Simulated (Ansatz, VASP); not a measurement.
# CdSe: VASP beside Ansatz

```
Cd Se
1.0
     0.00000    2.89299    2.89299
     2.89299    0.00000    2.89299
     2.89299    2.89299    0.00000
Cd Se
1 1
Direct
  0.00000 0.00000 0.00000
  0.50000 0.50000 0.50000
```

Measurements of this composition are mostly on another form, of space group No. 186.

Alike in both runs: task single point; functional LDA; k mesh 8 × 8 × 8; occupations fermi-dirac, width 0.05 eV; no spin polarisation.

|  | VASP | Ansatz |
| --- | --- | --- |
| version | VASP 6.6.1 | Ansatz 0.2.0 |
| potentials or method | VASP PAW LDA potentials, release 64 (Cd, Se) | Ansatz PAW |
| plane-wave cutoff (eV) | 520 | 420 |
| valence electrons in the cell | 18 | 36 |

VASP gave:

| Quantity | Value |
| --- | --- |
| gap on the k mesh at the Fermi level (eV) | none |
| pressure (GPa) | -6.5 |

Task: Which values does Ansatz return?

Result: gap on the k mesh at the Fermi level (eV): none; pressure (GPa): -6.9.

A gap of «none» marks a metal or a gap that the smearing closes. The two sets of potentials don't hold the same shells in valence.

Caveats: the PAW data sets come from PBE, with cores solved anew for the run's functional, which leaves a small shift of forces and pressure (Ansatz).
